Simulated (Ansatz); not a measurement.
## Ag: stationary points along a deformation path

Computed with Ansatz, DFT PBE, scalar-relativistic, plane waves, PAW. Settings: plane waves to 420 eV, k-mesh 22×22×22 (Γ-centred), Gaussian smearing 0.15 eV. No spin polarisation. Energies are free energies at this smearing, counted from the undisturbed cell; pressure is positive in compression.

Reference structure (as given, not relaxed at this level; it stands at -0.7 GPa; this bcc form isn't the usual structure):

```yaml
crystal:
  lattice:
    - [-1.65565, 1.65565, 1.65565]
    - [1.65565, -1.65565, 1.65565]
    - [1.65565, 1.65565, -1.65565]
  atoms:
    - { symbol: Ag, position: [0.00000, 0.00000, 0.00000] }
```

At fixed volume and fractional coordinates, lengths along (0.000, 0.000, 1.000) are scaled against those across it; ρ is that ratio over its starting value. V = 18.154 Å³/atom. Δσ is the stress along the axis less the mean stress across it (compression positive).

| ρ | ΔE (meV/atom) | Δσ (GPa) | space group |
| --- | --- | --- | --- |
| 0.707 | 122.3 | 21.68 | I4/mmm |
| 0.780 | 23.4 | 6.76 | I4/mmm |
| 0.850 | -1.1 | 1.08 | I4/mmm |
| 1.000 | 0.0 | 0.00 | Im-3m |
| 1.200 | -15.4 | 1.84 | I4/mmm |
| 1.414 | -33.7 | 0.01 | Fm-3m |

Q: How does the stress give the slope of the energy, and where is the energy stationary?

A: Along the path d ln(length) is 2/3 d ln ρ on the axis and −1/3 d ln ρ across it, so dE/d ln ρ = −(2/3) V Δσ: the energy falls with ρ where Δσ is positive. Δσ vanishes or changes sign between ρ = 0.850 and 1.000, at least one minimum (the energy rises over this step, yet the slope at ρ = 0.850 points the other way); at ρ = 1.000 (Im-3m), a stationary point at 0.0 meV/atom; at ρ = 1.414 (Fm-3m, an end of the scan), at -33.7 meV/atom. Pairs of stationary points between two samples would go unseen, and could change a minimum read from distant neighbours into a maximum. At ρ = 1.000, 1.414 the cell is cubic, where symmetry alone makes the stress isotropic and the slope zero.

Q: Is the start the lowest point of the path?

A: No: ρ = 1.414 lies 33.7 meV/atom lower, with no sampled rise above the start on the way. Volume and inner coordinates are held, so a relaxed structure there would lie lower still.

In a metal these slopes depend on the k mesh and the smearing.